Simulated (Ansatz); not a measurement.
InAs:

```
CELL_PARAMETERS angstrom
0.00000 3.01800 3.01800
3.01800 0.00000 3.01800
3.01800 3.01800 0.00000
ATOMIC_POSITIONS crystal
In 0.00000 0.00000 0.00000
As 0.75000 0.75000 0.75000
```

| Quantity | Value |
| --- | --- |
| Program | Ansatz 0.2.0 |
| Task | relaxation of cell and atoms |
| Functional | RPBE |
| Dispersion | D3(BJ) |
| Potentials or basis | Ansatz PAW |
| Cutoff | 420 eV (not typed: the program's choice for these potentials) |
| k mesh | 8 × 8 × 8 |
| Occupations | fermi-dirac, width 0.05 eV |
| Spin | no spin polarisation |

At the start: volume 27.49 Å³/atom.

**Question.** How do energy, volume and symmetry change on relaxing?

**Answer.** It ends after 5 steps and the volume is 25.72 Å³/atom (-6.4 %); space group F-43m (No. 216, to 0.05 Å).

The path:
```tsv
step	energy change (eV)	largest force (eV/Å)	volume (Å³)
1	0.0000	0.0000	54.98
2	-0.0412	0.0000	50.25
3	-0.0469	0.0000	51.59
4	-0.0470	0.0000	51.44
5	-0.0462	0.0000	51.44
```

Final structure:
```
In As
1.0
     0.00000    2.95187    2.95187
     2.95187    0.00000    2.95187
     2.95187    2.95187    0.00000
In As
1 1
Direct
  0.00000 0.00000 0.00000
  0.75000 0.75000 0.75000
```

Caveat: the plane-wave basis is chosen anew once the cell has moved, so the energies of steps on either side of that aren't comparable; the PAW data sets come from PBE, with cores solved anew for the run's functional, which leaves a small shift of forces and pressure.
